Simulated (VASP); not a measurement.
# LiH (Fm-3m) in VASP: notebook

Aim: see how the results for LiH move with the level of theory and the settings. Levels: vdW-DF, r2SCAN50+rVV10, RPBE, HSEsol. Tasks: molecular dynamics, atomic charges, single point.

All numbers are computed with VASP 6.6.1; they aren't measurements. Logs are shortened: lines on timing, memory, paths and dates and some standing lists are left out, and cuts for length are marked.

**1. The crystal as given**

The structure is cubic, space group Fm-3m (No. 225). The conventional cell has a = 4.074 Å, b = 4.074 Å, c = 4.074 Å, α = 90.00°, β = 90.00°, γ = 90.00°. Li (site symmetry m-3m) is surrounded by 6 H at 2.04 Å. H (site symmetry m-3m) has 6 Li at 2.04 Å as nearest neighbours.

**2. Molecular dynamics, vdW-DF**

INCAR reads:

```
PREC = Normal
ENCUT = 420
EDIFF = 1E-5
ISMEAR = -1
SIGMA = 0.1
LREAL = Auto
LASPH = True
NELM = 80
ALGO = Fast
ISIF = 2
LWAVE = False
LCHARG = False
GGA = RE
LUSE_VDW = True
AGGAC = 0.0
IBRION = 0
NSW = 50
POTIM = 0.5
TEBEG = 1000
TEEND = 1000
ISYM = 0
NELMIN = 4
RANDOM_SEED = 326350 0 0
MDALGO = 2
SMASS = 0
NELECT = 32.5
```

KPOINTS reads:

```
regular mesh
0
Gamma
  2 2 2
```

POSCAR reads:

```
LiH
1.0
    0.0000000000      4.0735000000      4.0735000000
    4.0735000000      0.0000000000      4.0735000000
    4.0735000000      4.0735000000      0.0000000000
Li H
8 8
Cartesian
    0.0000000000      0.0000000000      0.0000000000
    2.0367500000      2.0367500000      0.0000000000
    2.0367500000      0.0000000000      2.0367500000
    4.0735000000      2.0367500000      2.0367500000
    0.0000000000      2.0367500000      2.0367500000
    2.0367500000      4.0735000000      2.0367500000
    2.0367500000      2.0367500000      4.0735000000
    4.0735000000      4.0735000000      4.0735000000
    2.0367500000      2.0367500000      2.0367500000
    4.0735000000      4.0735000000      2.0367500000
    4.0735000000      2.0367500000      4.0735000000
    6.1102500000      4.0735000000      4.0735000000
    2.0367500000      4.0735000000      4.0735000000
    4.0735000000      6.1102500000      4.0735000000
    4.0735000000      4.0735000000      6.1102500000
    6.1102500000      6.1102500000      6.1102500000
```

Potentials or basis: VASP PAW PBE potentials, release 64 (Li_sv, H).

Launch:

```
> cat potpaw_PBE.64/Li_sv/POTCAR potpaw_PBE.64/H/POTCAR > POTCAR
> mpirun -np 1 vasp_std > vasp.out
```

OUTCAR:

```text
PREC = Normal
   ENCUT = 420
   EDIFF = 1E-5
   ISMEAR = -1
   LREAL = Auto
   LASPH = True
   NELM = 80
   ISIF = 2
   GGA = RE
   IBRION = 0
   NSW = 50
   POTIM = 0.5
   TEBEG = 1000
   ISYM = 0
   NELMIN = 4
   NELECT = 32.5

 ion  position               nearest neighbor table
   1  0.000  0.000  0.000-
   2  0.000  0.000  0.500-
   3  0.000  0.500  0.000-
   4  0.000  0.500  0.500-
   5  0.500  0.000  0.000-
   6  0.500  0.000  0.500-
[... 8 lines left out ...]
  15  0.750  0.750  0.250-
  16  0.750  0.750  0.750-

IMPORTANT INFORMATION: All symmetrisations will be switched off!
NOSYMM: (Re-)initialisation of all symmetry stuff for point group C_1.

----------------------------------------------------------------------------------------

                                     Primitive cell

  volume of cell :     135.1864

  direct lattice vectors                    reciprocal lattice vectors
     0.000000000  4.073500000  4.073500000    -0.122744569  0.122744569  0.122744569
     4.073500000  0.000000000  4.073500000     0.122744569 -0.122744569  0.122744569
     4.073500000  4.073500000  0.000000000     0.122744569  0.122744569 -0.122744569

  length of vectors
     5.760798946  5.760798946  5.760798946     0.212599829  0.212599829  0.212599829

  position of ions in fractional coordinates (direct lattice)
     0.000000000  0.000000000  0.000000000
     0.000000000  0.000000000  0.500000000
     0.000000000  0.500000000  0.000000000
     0.000000000  0.500000000  0.500000000
     0.500000000  0.000000000  0.000000000
     0.500000000  0.000000000  0.500000000
[... 8 lines left out ...]
     0.750000000  0.750000000  0.250000000
     0.750000000  0.750000000  0.750000000

  ion indices of the primitive-cell ions
   primitive index   ion index
                 1           1
                 2           2
                 3           3
                 4           4
                 5           5
                 6           6
[... 8 lines left out ...]
                15          15
                16          16

----------------------------------------------------------------------------------------

 KPOINTS: regular mesh

Automatic generation of k-mesh.
 Grid dimensions read from file:
 generate k-points for:    2    2    2

 Generating k-lattice:

  Cartesian coordinates                     Fractional coordinates (reciprocal lattice)
    -0.061372284  0.061372284  0.061372284     0.500000000  0.000000000  0.000000000
     0.061372284 -0.061372284  0.061372284     0.000000000  0.500000000  0.000000000
     0.061372284  0.061372284 -0.061372284     0.000000000  0.000000000  0.500000000

  Length of vectors
     0.106299915  0.106299915  0.106299915

  Shift w.r.t. Gamma in fractional coordinates (k-lattice)
     0.000000000  0.000000000  0.000000000

 Subroutine IBZKPT returns following result:
 ===========================================

 Found      8 irreducible k-points:

 Following reciprocal coordinates:
            Coordinates               Weight
  0.000000  0.000000  0.000000      1.000000
  0.500000  0.000000  0.000000      1.000000
  0.000000  0.500000  0.000000      1.000000
  0.000000  0.000000  0.500000      1.000000
  0.500000  0.500000  0.500000      1.000000
  0.500000  0.500000  0.000000      1.000000
  0.000000  0.500000  0.500000      1.000000
  0.500000  0.000000  0.500000      1.000000
   k-points           NKPTS =      8   k-points in BZ     NKDIM =      8   number of bands    NBANDS=     25
   number of dos      NEDOS =    301   number of ions     NIONS =     16
   total plane-waves  NPLWV =  27000
   dimension x,y,z NGX =    30 NGY =   30 NGZ =   30
   dimension x,y,z NGXF=    60 NGYF=   60 NGZF=   60
   ions per type =               8   8
   NGX,Y,Z   is equivalent  to a cutoff of   8.66,  8.66,  8.66 a.u.
   NGXF,Y,Z  is equivalent  to a cutoff of  17.31, 17.31, 17.31 a.u.
 SYSTEM =  unknown system
   PREC   = normal    normal or accurate (medium, high low for compatibility)
   ISTART =      0    job   : 0-new  1-cont  2-samecut
   ICHARG =      2    charge: 1-file 2-atom 10-const
   ISPIN  =      1    spin polarized calculation?
   LNONCOLLINEAR =      F non collinear calculations
   LSORBIT =      F    spin-orbit coupling
   LASPH  =      T    aspherical Exc in radial PAW
   ENCUT  =  420.0 eV  30.87 Ry    5.56 a.u.   9.63  9.63  9.63*2*pi/ulx,y,z
   NELM   =     80;   NELMIN=  4; NELMDL= -5     # of ELM steps
   EDIFF  = 0.1E-04   stopping-criterion for ELM
   LREAL  =      T    real-space projection
   EDIFFG = 0.1E-03   stopping-criterion for IOM
   NSW    =     50    number of steps for IOM
   IBRION =      0    ionic relax: 0-MD 1-quasi-New 2-CG
   NFREE  =      0    steps in history (QN), initial steepest desc. (CG)
   ISIF   =      2    stress and relaxation
   ISYM   =      0    0-nonsym 1-usesym 2-fastsym
   POTIM  = 0.5000    time-step for ionic-motion
   TEBEG  = 1000.0;   TEEND  =1000.0 temperature during run
   PSTRESS=    0.0 pullay stress
   NELECT =      32.5000    total number of electrons
   NUPDOWN=      -1.0000    fix difference up-down
   EMIN   =  10.00;   EMAX   =-10.00  energy-range for DOS
   EFERMI =   0.00;   METHOD = LEGACY
   ISMEAR =    -1;   SIGMA  =   0.10  broadening in eV -4-tet -1-fermi 0-gaus
   EFERMI_NEDOS =   21; number of points for ismear=-14 and -15
   IALGO  =     68    algorithm
   IMIX   =      4    mixing-type and parameters
     AMIX     =   0.40;   BMIX     =  1.00
     AMIX_MAG =   1.60;   BMIX_MAG =  1.00
  volume/ion in A,a.u.               =       8.45        57.02
  Fermi-wavevector in a.u.,A,eV,Ry     =   1.017946  1.923640 14.098558  1.036215
  Thomas-Fermi vector in A             =   2.151376
   LORBIT       =      0    0 simple, 1 ext, 2 COOP (PROOUT), +10 PAW based schemes
   GGA     = RE    functional components
   LHFCALC =     F    Hartree Fock is set to
   AEXX    =    0.0000 exact exchange contribution
   IVDW_NL    =     1    kernel type
   BPARAM     = 6.3000
   IVDW    =     0    specifies the selected vdW correction
   LEPSILON=     F    determine dielectric tensor
   LRPA    =     F    only Hartree local field effects (RPA)
 molecular dynamics for ions
 non-spin polarized calculation
 RMM-DIIS sequential band-by-band and
  energy-cutoff  :      420.00
  volume of cell :      135.19
 maximum number of plane-waves:      2685
   NGX = 19   NGY = 19   NGZ = 19

--------------------------------------- Ionic step        1  -------------------------------------------

 number of electron      32.5000086 magnetization

 Free energy of the ion-electron system (eV)
  ---------------------------------------------------
  ext. energy  EPLUGINS =         0.00000000
  ---------------------------------------------------
  free energy    TOTEN  =       -41.50516555 eV

  energy without entropy =      -41.45742696  energy(sigma->0) =      -41.48129626

------------------------ aborting loop because EDIFF is reached ----------------------------------------

  FORCE on cell =-STRESS in cart. coord.  units (eV):
  Direction    XX          YY          ZZ          XY          YZ          ZX
  --------------------------------------------------------------------------------------
  -------------------------------------------------------------------------------------
  Total       -0.2264008     -0.2260871     -0.2267134      0.0064867      0.0062632      0.0064861
  in kB       -2.6832148     -2.6794969     -2.6869188      0.0768775      0.0742291      0.0768710
  external PRESSURE =      -2.6832102 kB  Pullay stress =       0.0000000 kB

 VOLUME and BASIS-vectors are now :
 -----------------------------------------------------------------------------
  energy-cutoff  :      420.00
  volume of cell :      135.19
      direct lattice vectors                 reciprocal lattice vectors
     0.000000000  4.073500000  4.073500000    -0.122744569  0.122744569  0.122744569
     4.073500000  0.000000000  4.073500000     0.122744569 -0.122744569  0.122744569
     4.073500000  4.073500000  0.000000000     0.122744569  0.122744569 -0.122744569
[... 152 lines left out ...]
Total vdW correction in eV:      6.5247455

  ENERGY OF THE ELECTRON-ION-THERMOSTAT SYSTEM (eV)
  ---------------------------------------------------
% ion-electron   TOTEN  =       -41.470103  see above
  kinetic energy EKIN   =         1.904063
  kin. lattice  EKIN_LAT=         0.000000  (temperature  982.03 K)
  nose potential ES     =        -0.000217
  nose kinetic   EPS    =         0.000002
  ---------------------------------------------------
  total energy   ETOTAL =       -39.566256 eV

[... ionic steps 4 to 47 ...]

--------------------------------------- Ionic step       48  -------------------------------------------

 number of electron      32.5000036 magnetization

------------------------ aborting loop because EDIFF is reached ----------------------------------------

  FORCE on cell =-STRESS in cart. coord.  units (eV):
  Direction    XX          YY          ZZ          XY          YZ          ZX
  --------------------------------------------------------------------------------------
  -------------------------------------------------------------------------------------
  Total        3.1777903      4.9937648      3.6725117     -0.1299700     -0.2063930     -0.2149131
  in kB       37.6619371     59.1841629     43.5251841     -1.5403538     -2.4460898     -2.5470672
  external PRESSURE =      46.7904280 kB  Pullay stress =       0.0000000 kB

 VOLUME and BASIS-vectors are now :
 -----------------------------------------------------------------------------
  energy-cutoff  :      420.00
  volume of cell :      135.19
      direct lattice vectors                 reciprocal lattice vectors
     0.000000000  4.073500000  4.073500000    -0.122744569  0.122744569  0.122744569
     4.073500000  0.000000000  4.073500000     0.122744569 -0.122744569  0.122744569
     4.073500000  4.073500000  0.000000000     0.122744569  0.122744569 -0.122744569
[... 92 lines left out ...]
  ENERGY OF THE ELECTRON-ION-THERMOSTAT SYSTEM (eV)
  ---------------------------------------------------
% ion-electron   TOTEN  =       -38.360565  see above
  kinetic energy EKIN   =         1.088468
  kin. lattice  EKIN_LAT=         0.000000  (temperature  561.38 K)
  nose potential ES     =        -2.306191
  nose kinetic   EPS    =         0.013949
  ---------------------------------------------------
  total energy   ETOTAL =       -39.564339 eV

--------------------------------------- Ionic step       50  -------------------------------------------

 number of electron      32.5000028 magnetization

 Free energy of the ion-electron system (eV)
  ---------------------------------------------------
  ext. energy  EPLUGINS =         0.00000000
  ---------------------------------------------------
  free energy    TOTEN  =       -38.42403587 eV

  energy without entropy =      -38.38213384  energy(sigma->0) =      -38.40308486

 E-fermi :   3.3716     XC(G=0):  -8.1312

 val. band max:        3.3366138817   @ k =   0.0000   0.0000   0.0000
 cond. band min:       3.3826182381   @ k =   0.0000   0.0000   0.0000
 fundamental gap:      0.0460043564
 Fermi energy:         3.3715572940

 k-point     1 :       0.0000    0.0000    0.0000
  band No.  band energies     occupation
      1     -46.1191      2.00000
      2     -46.0404      2.00000
      3     -45.5622      2.00000
      4     -45.5024      2.00000
      5     -45.4736      2.00000
      6     -45.4466      2.00000
[... 17 lines left out ...]
     24       9.9887      0.00000
     25      10.4790      0.00000
[... 241 lines left out ...]
  energy  without entropy=      -38.3821338436  energy(sigma->0) =      -38.40308486

  ENERGY OF THE ELECTRON-ION-THERMOSTAT SYSTEM (eV)
  ---------------------------------------------------
% ion-electron   TOTEN  =       -38.424036  see above
  kinetic energy EKIN   =         1.179164
  kin. lattice  EKIN_LAT=         0.000000  (temperature  608.16 K)
  nose potential ES     =        -2.352698
  nose kinetic   EPS    =         0.033341
  ---------------------------------------------------
  total energy   ETOTAL =       -39.564229 eV

Total vdW correction in eV:      6.6034634
```

It took 15 min on 1 thread of AMD EPYC 9R45 (Zen 5), shared host; peak memory 0.35 GiB.

The run converged, but a check on its numbers failed (symmetry, net force, bounds or a known fault of this set-up), so they aren't taken as properties of the crystal.

Caveat: the k mesh is coarse (spacing up to 0.67 Å⁻¹), so the values aren't converged; the cell is charged against a uniform background, so pressure and absolute levels hang on convention; the cutoff lies under the usual one of these potentials, so the numbers hold a large basis-set error; the PAW data sets were made with another functional, which shifts forces and pressure a little.

**3. Atomic charges, r2SCAN50+rVV10**

This run uses another cell than the first one: it holds 2 atoms, not 16.

POSCAR reads:

```
LiH
1.0
    0.0000000000      2.0367500000      2.0367500000
    2.0367500000      0.0000000000      2.0367500000
    2.0367500000      2.0367500000      0.0000000000
Li H
1 1
Cartesian
    0.0000000000      0.0000000000      0.0000000000
    2.0367500000      2.0367500000      2.0367500000
```

INCAR.step1 reads:

```
SYSTEM = LiH
ALGO = Normal
EDIFF = 1E-5
ENCUT = 520
GGA = PE
ISIF = 2
ISMEAR = 0
LASPH = .TRUE.
LREAL = .FALSE.
LWAVE = .TRUE.
NELM = 80
PREC = Accurate
SIGMA = 0.05
```

INCAR.step2 reads:

```
SYSTEM = LiH
AEXX = 0.5
ALGO = Normal
BPARAM = 11.95
CPARAM = 0.0093
EDIFF = 1E-6
ENCUT = 520
HFRCUT = -1
ISIF = 2
ISMEAR = 0
ISTART = 1
IVDW_NL = 2
LASPH = .TRUE.
LCHARG = .TRUE.
LELF = .TRUE.
LHFCALC = .TRUE.
LMIXTAU = .TRUE.
LORBIT = 11
LREAL = .FALSE.
LUSE_VDW = .TRUE.
LVHAR = .TRUE.
LWAVE = .FALSE.
METAGGA = R2SCAN
NELM = 80
PREC = Accurate
PRECFOCK = Fast
SIGMA = 0.05
```

KPOINTS reads:

```
k-points
0
G
  6 6 6
  0 0 0
```

Potentials or basis: VASP PAW PBE potentials, release 64 (Li_sv, H).

Launch:

```
> cat potpaw_PBE.64/Li_sv/POTCAR potpaw_PBE.64/H/POTCAR > POTCAR
> cp INCAR.step1 INCAR
> mpirun -np 1 vasp_std > vasp.out
> cp INCAR.step2 INCAR
> mpirun -np 1 vasp_std > vasp.out
```

Run time: 60 s. Hardware: 1 thread of AMD EPYC 9R45 (Zen 5), shared host; peak memory 0.18 GiB.

The run converged. Its results:

```
Free energy                                           : -8.2938 eV
Band gap on the k mesh                                : 6.62 eV, direct
Valence electrons inside the program's atomic spheres : Li 2.06; H 0.55
```

Levels at points of the mesh, in eV from the valence-band top:
```
           k point  band 1  band 2  band 3  band 4  band 5  band 6
(0.00, 0.00, 0.00)  -51.08   -6.54   20.88   22.64   22.64   22.64
(0.50, 0.00, 0.00)  -51.03   -2.99    8.55   18.19   21.14   21.14
(0.50, 0.50, 0.00)  -51.02    0.00    6.62   15.12   15.12   17.98
```

Caveat: the k mesh is coarse (spacing up to 0.45 Å⁻¹), so the values aren't converged, least of all with exact exchange; the cutoff is under 1.25 times the usual one of these potentials, so pressure, stress and relaxed cells hold a basis-set (Pulay) error; the PAW data sets were made with another functional, which shifts forces and pressure a little.

**4. Single point, RPBE**

This run uses another cell than the first one: it holds 2 atoms, not 16.

INCAR reads:

```
SYSTEM = LiH
PREC     = Accurate       ! precision mode
ENCUT    = 550            ! plane-wave cutoff, eV
EDIFF    = 1E-6           ! SCF threshold, eV
ISMEAR   = 0              ! smearing method
SIGMA    = 0.1            ! smearing width, eV
LREAL    = .FALSE.        ! projectors in reciprocal space
LASPH    = .TRUE.         ! aspherical terms in the spheres
NELM     = 100            ! most SCF steps
ALGO     = Fast           ! electronic algorithm
ISIF     = 2              ! what is computed and relaxed
LWAVE    = .FALSE.        ! write WAVECAR
LCHARG   = .FALSE.        ! write CHGCAR
GGA      = RP             ! functional
NBANDS   = 8              ! bands
```

KPOINTS reads:

```
regular mesh
0
G
  11 11 11
  0 0 0
```

POSCAR reads:

```
LiH
2.8804
    0.000000000000      0.707106651854      0.707106651854
    0.707106651854      0.000000000000      0.707106651854
    0.707106651854      0.707106651854      0.000000000000
Li H
1 1
Direct
    0.0000000000      0.0000000000      0.0000000000
    0.5000000000      0.5000000000      0.5000000000
```

Potentials or basis: VASP PAW PBE potentials, release 64 (Li_GW, H_GW).

Launch:

```
> cat potpaw_PBE.64/Li_GW/POTCAR potpaw_PBE.64/H_GW/POTCAR > POTCAR
> mpirun -np 1 vasp_std > vasp.out
```

It took 6.1 s on 1 thread of Intel Xeon Platinum 8488C (Sapphire Rapids), shared host; peak memory 0.14 GiB.

The run converged. Its results:

```
Free energy            : -5.9966 eV
Pressure               : -0.4 GPa
Band gap on the k mesh : 3.36 eV, direct
```

Levels at points of the mesh, in eV from the valence-band top:
```
           k point  band 1  band 2  band 3  band 4
(0.00, 0.00, 0.00)   -5.18   15.54   17.68   17.68
```

Caveat: the PAW data sets were made with another functional, which shifts forces and pressure a little; an odd mesh through Γ misses points on the zone boundary, where band edges often lie.

**5. Single point, RPBE**

run.py reads:

```python
from ase.calculators.vasp import Vasp
from ase.dft.bandgap import bandgap
from ase.io import read

atoms = read('LiH.xyz')
calc = Vasp(
    directory='calc',
    xc='rpbe',
    pp='PBE',
    setups={'base': 'minimal', 'Li': '_GW', 'H': '_GW'},
    prec='Accurate',
    encut=550,
    ediff=1e-06,
    ismear=0,
    sigma=0.1,
    lreal=False,
    lasph=True,
    nelm=80,
    algo='Normal',
    isif=2,
    lwave=False,
    lcharg=False,
    kpts=[11, 11, 11],
    gamma=True,
)
atoms.calc = calc

print('energy (eV):', atoms.get_potential_energy())
print('free energy (eV):', atoms.get_potential_energy(force_consistent=True))
print('forces (eV/A):')
print(atoms.get_forces())
print('stress (eV/A^3, Voigt):', atoms.get_stress())
print('Fermi level (eV):', calc.get_fermi_level())
gap, top, bottom = bandgap(calc)
print('band gap (eV):', gap, 'from (spin, k, band)', top, 'to', bottom)
```

LiH.xyz reads:

```xyz
2
Lattice="0.0000000000 2.0367500000 2.0367500000 2.0367500000 0.0000000000 2.0367500000 2.0367500000 2.0367500000 0.0000000000" Properties=species:S:1:pos:R:3 pbc="T T T"
Li     0.0000000000      0.0000000000      0.0000000000
H      2.0367500000      2.0367500000      2.0367500000
```

Launch:

```
> python run.py
```

Run time: 7.3 s. Hardware: 1 thread of Intel Xeon Platinum 8488C (Sapphire Rapids), shared host; peak memory 0.13 GiB.

The run converged. Its results:

```
Free energy            : -5.9966 eV
Pressure               : -0.4 GPa
Band gap on the k mesh : 3.36 eV, direct
```

Levels at points of the mesh, in eV from the valence-band top:
| k point | band 1 | band 2 | band 3 | band 4 | band 5 |
| --- | --- | --- | --- | --- | --- |
| (0.00, 0.00, 0.00) | -5.18 | 15.54 | 17.68 | 17.68 | 17.68 |

Caveat: the PAW data sets were made with another functional, which shifts forces and pressure a little; an odd mesh through Γ misses points on the zone boundary, where band edges often lie.

[end of part 1 of 2]
